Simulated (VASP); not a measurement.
## C: band structure with r2SCAN

The system is C, a slab with vacuum.

```
C
1.0
     2.46607    0.00000    0.00000
    -1.23304    2.13568    0.00000
     0.00000    0.00000   18.03395
C
2
Cartesian
  0.0000 0.0000 9.0170
  1.2330 0.7119 9.0170
```

The slab is cut from a database's or a generator's crystal, which needn't be the stable form of the element.

```json
{"Program": "VASP 6.6.1", "Task": "band structure", "Functional": "r2SCAN", "Potentials or basis": "VASP PAW PBE potentials, release 64 (C)", "Cutoff": "520 eV", "k mesh": "15 × 15 × 1", "Occupations": "gaussian, width 0.03 eV", "Spin": "no spin polarisation", "Dipole correction": "yes", "Further INCAR settings": "ALGO = All; EDIFF = 1e-07; NBANDS = 11"}
```

| Quantity | Value |
| --- | --- |
| Band gap along the path | none (metal or under the smearing width) |
| Work function of the upper face | 4.30 eV |
| Work function of the lower face | 4.30 eV |

Levels at points of the mesh, in eV from the Fermi level:
| k point | band 1 | band 2 | band 3 | band 4 | band 5 | band 6 | band 7 | band 8 |
| --- | --- | --- | --- | --- | --- | --- | --- | --- |
| (0.00, 0.00, 0.00) | -20.77 | -8.06 | -3.24 | -3.24 | 3.67 | 4.44 | 4.63 | 5.93 |

Run time: 2.9 min on 1 thread of Intel(R) Xeon(R) Platinum 8559C (Emerald Rapids), on a shared host, peak memory 0.24 GiB.
